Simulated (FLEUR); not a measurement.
Runs of FLEUR MaX-R8.1 (later development tree) on Pb. The structure is cubic, space group Fm-3m (No. 225). Conventional cell: a = 4.950 Å, b = 4.950 Å, c = 4.950 Å, α = 90.00°, β = 90.00°, γ = 90.00°. Around Pb (site symmetry m-3m) lie 12 Pb at 3.50 Å. 

| task | level | gmax | lmax | max iterations | mixing factor | mixer | kmax | V0 of scaled cells (Å³/atom) | B0 (GPa) |
| --- | --- | --- | --- | --- | --- | --- | --- | --- | --- |
| equation of state | PBE | 12.7 1/bohr | Pb 11 | - | - | - | 4.1 1/bohr | 31.89 | 40 |
| equation of state | Xalpha | 11.8 1/bohr | Pb 11 | - | - | - | 3.8 1/bohr | 31.30 | 43 |
| equation of state | WC | 11.8 1/bohr | Pb 11 | - | - | - | 3.8 1/bohr | (c) | (b) |
| equation of state | LDA | 11.8 1/bohr | Pb 11 | - | - | - | 3.8 1/bohr | 28.98 | (a) |

Alike in all rows: potentials or basis all-electron, FLAPW; no spin polarisation; cell as given; k mesh 9 × 9 × 9; smearing fermi-dirac 0.05 eV.

Task: Estimate the missing entries.

Result: (a) 53; (b) 49; (c) 30.03.

Not every run made on this cell is shown here.
